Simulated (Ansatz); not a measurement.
**TaN: one atom moved over a plane**

Computed with DFT PBEsol, scalar-relativistic, plane waves, PAW in Ansatz. The runs took a 420 eV cutoff, a Γ-centred 18×18×16 mesh and Gaussian smearing (0.15 eV). Spin–orbit coupling is left out, which can shift energies with elements as heavy as these. No spin polarisation. Energies are free energies at this smearing, counted from the undisturbed cell; pressure is positive in compression.

Zero of the scan (as given, not relaxed at this level; it stands at -4.9 GPa; this form isn't the usual structure):

```
Ta N
1.0
     2.93800    0.00000    0.00000
    -1.46900    2.54438    0.00000
     0.00000    0.00000    2.88300
Ta N
1 1
Direct
  0.33333 0.66667 0.50000
  0.00000 0.00000 0.00000
```

Atom 2 (N) is moved by p along (0.707, 0.707, 0.000) and q along (0.000, 0.000, 1.000) (Å), all else fixed. Points are written (p, q).

Energy above the undisturbed cell in eV/cell (a dash: not computed):

```
 p \ q  -0.300  -0.150  0.000  0.150  0.300
-0.300       ?       ?   0.62      ?      ?
-0.150    0.87    0.32   0.15   0.32   0.87
 0.000    0.67    0.16   0.00   0.16   0.67
 0.150    0.84    0.31      ?   0.31   0.84
 0.300    1.29    0.70   0.51   0.70   1.29
```

**Question.** Fill in the withheld energies.

**Answer.** (-0.300, -0.300): 1.49; (-0.300, -0.150): 0.83; (-0.300, 0.150): 0.83; (-0.300, 0.300): 1.49; (0.150, 0.000): 0.14.